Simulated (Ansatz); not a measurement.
**Rh (P6_3/mmc), stationary points along a deformation path**

Theory: Ansatz 0.2.0, DFT r2SCAN, scalar-relativistic, plane waves, PAW. Settings: plane waves to 500 eV, k-mesh 30×30×16 (Γ-centred), Gaussian smearing 0.15 eV. No spin polarisation. Energies are free energies at this smearing, counted from the undisturbed cell; pressure is positive in compression.

The undisturbed cell (relaxed at this level; with this scan's settings it stands at 0.1 GPa; this form isn't the usual structure):

```
CELL_PARAMETERS angstrom
2.70364 0.00000 0.00000
-1.35182 2.34142 0.00000
0.00000 0.00000 4.34862
ATOMIC_POSITIONS crystal
Rh 0.66667 0.33333 0.75000
Rh 0.33333 0.66667 0.25000
```

At fixed volume and fractional coordinates, lengths along (0.000, 0.000, 1.000) are scaled against those across it; ρ is that ratio over its starting value. V = 13.764 Å³/atom. Δσ is the stress along the axis less the mean stress across it (compression positive).

```csv
ρ,ΔE (meV/atom),Δσ (GPa),space group
0.850,186.5,36.70,P6_3/mmc
0.920,53.8,21.10,P6_3/mmc
0.960,14.1,11.29,P6_3/mmc
1.000,0.0,0.62,P6_3/mmc
1.050,16.0,-11.96,P6_3/mmc
1.100,65.4,-25.56,P6_3/mmc
1.200,264.7,-54.91,P6_3/mmc
```

Question: How does the stress give the slope of the energy, and where is the energy stationary?

Answer: Along the path d ln(length) is 2/3 d ln ρ on the axis and −1/3 d ln ρ across it, so dE/d ln ρ = −(2/3) V Δσ: the energy falls with ρ where Δσ is positive. Δσ vanishes or changes sign between ρ = 1.000 and 1.050, a minimum (near 1.00 by linear interpolation). Pairs of stationary points between two samples would go unseen, and could change a minimum read from distant neighbours into a maximum.

Question: Integrate that slope from ρ = 1 to 0.850 by the trapezoid rule.

Answer: With V/N in Å³ and 1 eV/Å³ = 160.2 GPa the slopes at ρ = 1.000, 0.960, 0.920, 0.850 are -36, -647, -1208, -2102 meV/atom per unit of ln ρ. The steps add 13.9 + 39.5 + 131.0 = 184.4 meV/atom, against 186.5 from the energies; the trapezoid rule misses the curvature of the slope within each step.

In a metal these slopes depend on the k mesh and the smearing.

Cost: 7 runs of about 6.9 core-minutes in all, on Intel Xeon Platinum 8259CL (Skylake/Cascade Lake) (shared hosts).